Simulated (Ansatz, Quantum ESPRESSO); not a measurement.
**Ta and the pressure, program beside program**

The cell as given:

```
CELL_PARAMETERS angstrom
-1.65128 1.65128 1.65128
1.65128 -1.65128 1.65128
1.65128 1.65128 -1.65128
ATOMIC_POSITIONS crystal
Ta 0.00000 0.00000 0.00000
```

Kept alike: task relaxation of cell and atoms; functional PBEsol; k mesh 11 × 11 × 11; occupations fermi-dirac, width 0.05 eV; no spin polarisation. The mesh is that of the run's cell of 1 atom. No spin-orbit coupling.

- A: Ansatz, Ansatz PAW, made for PBE, cutoff 420 eV
- B: Quantum ESPRESSO, GBRV 1.5 PBEsol, cutoff 871 eV

| pressure (GPa) | A: volume (Å³/atom) | B: volume (Å³/atom) |
| --- | --- | --- |
| 0 | 17.631 | 17.610 |
| 2 | 17.469 | 17.451 |
| 5 | 17.242 | 17.221 |
| 10 | 16.894 | 16.875 |
| 20 | 16.291 | 16.272 |
| 30 | 15.771 | ? |

Values on potentials made for another functional: all of A. Values hold for each row's relaxed cell, which stops near the pressure aimed at. Ansatz's stress holds its Pulay term. The runs follow the start's structure, whether or not it is the stable one at these pressures. For a metal such a mesh leaves the last digits unconverged.

Task: Estimate the value left open.

Result: In the median of the other rows B lies -0.019 Å³/atom from the other column, which points to 15.752; the run gave 15.756 Å³/atom, +0.004 from it.
